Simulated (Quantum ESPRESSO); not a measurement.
Ag under changes of volume

One of the cells (18.154 Å³/atom); the others are scaled copies at fixed shape and fractional positions:

```
CELL_PARAMETERS angstrom
-1.65565 1.65565 1.65565
1.65565 -1.65565 1.65565
1.65565 1.65565 -1.65565
ATOMIC_POSITIONS crystal
Ag 0.00000 0.00000 0.00000
```

This isn't the form of Ag at room conditions, which is fcc.

```yaml
Program: Quantum ESPRESSO 7.5
Functional: LDA
Potentials_or_basis: GBRV 1.5 LDA
Cutoff: 762 eV
Density_cutoff: 6095 eV
k_mesh: 11 × 11 × 11
Occupations: fermi-dirac, width 0.05 eV
Spin: no spin polarisation
```

```tsv
volume (Å³/atom)	energy over the lowest point (meV/atom)	pressure (GPa)
17.065	0.00	-6.8
17.428	16.24	-8.7
17.791	36.65	-10.4
18.154	?	?
18.517	87.60	-13.1
18.880	117.23	-14.1
19.243	149.05	-15.0
```

Problem. What does the run at 18.154 Å³/atom give?

Solution. Energy over the lowest point 60.62 meV/atom; pressure -11.8 GPa.

Worked out: A Birch-Murnaghan fit of order 3 (a polynomial in V^(-2/3)) to the other rows has no minimum within the range. It gives 60.60 meV/atom at 18.154 Å³/atom, against the run's 60.62, and -dE/dV = -11.3 GPa, against -11.8.

Energies are extrapolated to zero smearing.
